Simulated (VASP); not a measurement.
Input of a VASP 6.6.1 run:

The input INCAR:

```
  ALGO = Normal
  EDIFF = 1E-6
  ENCUT = 520
  GGA = PS
  ISIF = 2
  ISMEAR = 0
  LASPH = T
  LCHARG = F
  LREAL = F
  LWAVE = F
  NBANDS = 35
  NELM = 100
  PREC = Accurate
  SIGMA = 0.02
```

The input KPOINTS:

```
k-points
0
Gamma
  4 4 6
```

File POSCAR:

```
SnO2
1.0
    4.7689900145      0.0000000000      0.0000000000
    0.0000000000      4.7689900145      0.0000000000
    0.0000000000      0.0000000000      3.2120647330
Sn O
2 4
Direct
    0.0000000000      0.0000000000      0.0000000000
    0.5000000000      0.5000000000      0.5000000000
    0.3062763831      0.3062763831      0.0000000000
    0.1937236169      0.8062763831      0.5000000000
    0.6937236169      0.6937236169      0.0000000000
    0.8062763831      0.1937236169      0.5000000000
```

Potentials or basis: VASP PAW PBE potentials, release 64 (Sn_d, O).

The run is started by

```console
$ cat potpaw_PBE.64/Sn_d/POTCAR potpaw_PBE.64/O/POTCAR > POTCAR
$ mpirun -np 1 vasp_std > vasp.out
```

Estimate the largest force.

0.015 eV/Å.

Predict the pressure.

0.6 GPa.

Predict the band gap on the k mesh.

0.91 eV, direct.

Forces on the atoms (eV/Å):
```
Sn   0.000  0.000  0.000
Sn   0.000  0.000  0.000
O   -0.011 -0.011  0.000
O    0.011 -0.011  0.000
O    0.011  0.011  0.000
O   -0.011  0.011  0.000
```

Caveat: the PAW data sets were made with another functional, which shifts forces and pressure a little; spin-orbit coupling is left out, which moves the levels of the heavy elements. As with any semilocal functional, this PBEsol gap is likely too small.
